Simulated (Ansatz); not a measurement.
# CdTe: the cost of one run

Method: DFT PBE, scalar-relativistic, plane waves, PAW, in Ansatz 0.2.0.

The COD entry's cell or inner coordinates are ideal or old and differ from later refinements, so a difference from it is no clean test against experiment.

2 further runs of the same task are left out: 2 set aside as unsound or not needed.

### Step 1. The structure to begin with

It takes space group F-43m (No. 216, cubic). The conventional cell has a = 6.617 Å, b = 6.617 Å, c = 6.617 Å, α = 90.00°, β = 90.00°, γ = 90.00°. Cd (site symmetry -43m) is surrounded by 4 Te at 2.87 Å. Te (site symmetry -43m) is surrounded by 4 Cd at 2.87 Å.

Structure file:

```
Cd Te
1.0
     0.00000    3.30869    3.30869
     3.30869    0.00000    3.30869
     3.30869    3.30869    0.00000
Cd Te
1 1
Cartesian
  0.0000 0.0000 0.0000
  4.9630 4.9630 4.9630
```

It is the result of an earlier relaxation at this level (volume 36.22 Å³/atom; gap on the mesh: 0.59 eV).

The bulk reference comes from a run made before at the same settings: -7617.6697 eV/atom.

### Step 2. The (110) slab

Planes are indexed in the bulk's conventional cell (F-43m (No. 216)), a = 6.617 Å, b = 6.617 Å, c = 6.617 Å, α = 90.00°, β = 90.00°, γ = 90.00°.

Cut from the relaxed bulk: a (110) slab, 9.4 Å thick as cut, with 15 Å of vacuum; its outer planes are CdTe (top) and CdTe (bottom).

The slab as cut. Its planes from the bottom up:

| plane | atoms per cell | height over the lowest (Å) |
| --- | --- | --- |
| 1 | CdTe | 0.00 |
| 2 | CdTe | 2.34 |
| 3 | CdTe | 4.68 |
| 4 | CdTe | 7.02 |
| 5 | CdTe | 9.36 |

### Step 3. Single point on the unrelaxed (110) slab

The cell repeats along c, and a dipole correction in the vacuum removes the field between the copies.

Input file input.yaml:

```yaml
crystal:
  lattice:
    - [4.6791895905, 0.0, 0.0]
    - [0.0, 6.6173733798, 0.0]
    - [0.0, 0.0, 24.358379181]
  atoms:
    - { symbol: Cd, position: [0.5, 0.5, 0.30790226] }
    - { symbol: Te, position: [0.0, 0.25, 0.30790226] }
    - { symbol: Cd, position: [0.0, 0.0, 0.40395113] }
    - { symbol: Te, position: [0.5, 0.75, 0.40395113] }
    - { symbol: Cd, position: [0.5, 0.5, 0.5] }
    - { symbol: Te, position: [0.0, 0.25, 0.5] }
    - { symbol: Cd, position: [0.0, 0.0, 0.59604887] }
    - { symbol: Te, position: [0.5, 0.75, 0.59604887] }
    - { symbol: Cd, position: [0.5, 0.5, 0.69209774] }
    - { symbol: Te, position: [0.0, 0.25, 0.69209774] }
basis:
  ecutwfc: 420
kpoints:
  mp_grid: { grid: [8, 5, 1] }
hamiltonian:
  xc: pbe
scf:
  occupations: { method: gaussian, width: 0.05 }
output:
  forces: true
  stress: true
  eigenvalues: true
  write_density: true
  write_potential: true
  elf: true
  volumetric_format: npy
efield:
  axis: 3
  dipole_correction: true
  ramp_width: 0.04
```

Launch:

```sh
ansatz run input.yaml --threads 1 --pin off --max-ram 2560MiB --backend cpu --events-out ev --progress --plain --runs-dir out
```

What time and memory should one allow on 1 thread of Intel Xeon Platinum 8259CL at 2.50GHz (Skylake/Cascade Lake), shared host?

About 2.9 min, with a peak of 1.4 GiB.
